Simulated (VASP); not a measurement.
The system is TiO.

```
Ti O
1.0
     2.81016    0.00000    0.00000
    -1.40508    2.43367    0.00000
     0.00000    0.00000    2.82385
Ti O
1 1
Cartesian
  1.4051 0.8112 0.0000
  0.0000 0.0000 1.4119
```

The cell comes from a database or a generator and needn't be the stable form of this composition.

| Quantity | Value |
| --- | --- |
| Program | VASP 6.6.1 |
| Task | relaxation of cell and atoms |
| Functional | PBEsol |
| Potentials or basis | VASP PAW PBE potentials, release 64 (Ti_sv, O) |
| Cutoff | 600 eV |
| k mesh | 6 × 6 × 6 |
| Occupations | gaussian, width 0.1 eV |
| Spin | no spin polarisation |

At the start: pressure -5.8 GPa; volume 9.66 Å³/atom.

Task: How do energy, volume and symmetry change on relaxing?

Result: Over 5 steps the energy falls by 4.2 meV/atom and the volume is 9.43 Å³/atom (-2.3 %); space group P-6m2 (No. 187, to 0.05 Å).

Step by step:
```tsv
step	energy change (eV)	largest force (eV/Å)	pressure (GPa)	volume (Å³)
1	0.0000	0.0000	-5.84	19.31
2	0.0035	0.0000	7.56	18.35
3	-0.0085	0.0000	-0.04	18.86
4	-0.0085	0.0000	0.07	18.85
5	-0.0085	0.0000	-0.06	18.86
```

Final structure:
```yaml
crystal:
  lattice:
    - [2.78869, 0.00000, 0.00000]
    - [-1.39434, 2.41507, 0.00000]
    - [0.00000, 0.00000, 2.80071]
  atoms:
    - { symbol: Ti, position: [0.66667, 0.33333, 0.00000] }
    - { symbol: O, position: [0.00000, 0.00000, 0.50000] }
```

Caveat: the k mesh is coarse (spacing up to 0.43 Å⁻¹), so the values aren't converged; the PAW data sets were made with another functional, which shifts forces and pressure a little.
